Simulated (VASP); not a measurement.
## TiTe2: relaxation of cell and atoms with PBE

Crystal: TiTe2.

```xyz
3
Lattice="3.7770 0.0000 0.0000 -1.8885 3.2710 0.0000 0.0000 0.0000 6.4980" Properties=species:S:1:pos:R:3 pbc="T T T"
Ti    0.0000    0.0000    0.0000
Te    1.8885    1.0903    1.7077
Te    0.0000    2.1807    4.7903
```

```
Program                : VASP 6.6.1
Task                   : relaxation of cell and atoms
Functional             : PBE
Potentials or basis    : VASP PAW PBE potentials, release 64 (Ti_sv, Te)
Cutoff                 : 600 eV
k mesh                 : 12 × 12 × 6
Occupations            : methfessel-paxton, width 0.1 eV
Spin                   : no spin polarisation
Further INCAR settings : ALGO = Normal; EDIFF = 1e-06; IBRION = 2; EDIFFG = -0.01; NSW = 90; ISIF = 3
```

| Property | Result |
| --- | --- |
| Relaxed volume | 28.00 Å³/atom |
| Relaxed cell | a = 3.771 Å, b = 3.771 Å, c = 6.822 Å, α = 90.00°, β = 90.00°, γ = 120.00° |
| Space group after relaxing (to 0.05 Å) | P-3m1 (No. 164) |
| Energy gained by relaxing | 4.7 meV/atom |
| Ionic steps | 13 |
| Pressure after relaxing | 0.0 GPa |
| Band gap on the k mesh | none (metal or under the smearing width) |

The path:
```tsv
step	energy change (eV)	largest force (eV/Å)	pressure (GPa)	volume (Å³)
1	0.0000	0.0392	0.89	80.28
2	-0.0033	0.1852	-0.53	82.02
3	-0.0042	0.1163	-0.10	81.47
4	-0.0062	0.1075	-0.06	81.59
5	-0.0101	0.0840	0.11	81.95
6	-0.0091	0.0477	0.52	82.62
7	-0.0111	0.0638	0.28	82.26
8	-0.0127	0.0744	-0.02	83.10
9	-0.0132	0.0819	-0.18	83.62
10	-0.0129	0.0967	-0.51	84.65
11	-0.0133	0.0854	-0.27	83.89
12	-0.0141	0.0151	0.08	84.02
13	-0.0141	0.0016	0.03	84.00
```

Final structure:
```xyz
3
Lattice="3.7707 0.0000 0.0000 -1.8853 3.2655 0.0000 0.0000 0.0000 6.8219" Properties=species:S:1:pos:R:3 pbc="T T T"
Ti    0.0000    0.0000    0.0000
Te    1.8853    1.0885    1.7288
Te    0.0000    2.1770    5.0931
```

Levels at points of the mesh, in eV from the Fermi level:
```csv
k point,band 8,band 9,band 10,band 11,band 12,band 13,band 14,band 15,band 16
"(0.00, 0.00, 0.00)",-1.60,-1.60,0.07,0.29,0.38,0.38,1.08,1.08,3.13
"(0.50, 0.00, 0.00)",-3.78,-2.50,-2.36,-1.76,-0.96,-0.03,1.13,1.46,2.43
"(0.00, 0.00, 0.50)",-2.52,-1.56,-1.56,0.37,0.37,0.88,0.89,0.89,3.39
"(0.50, 0.00, 0.50)",-4.35,-2.41,-1.92,-1.21,-0.63,-0.28,1.13,1.44,2.69
```

It took 13 min on 1 thread of Intel(R) Xeon(R) Platinum 8488C (Sapphire Rapids) (shared host), peak memory 0.35 GiB.

Caveat: this functional lacks dispersion, which binds the layers, so the pressure and a relaxed spacing across them are unreliable. The run has no spin-orbit coupling, so splittings on Te are missing.
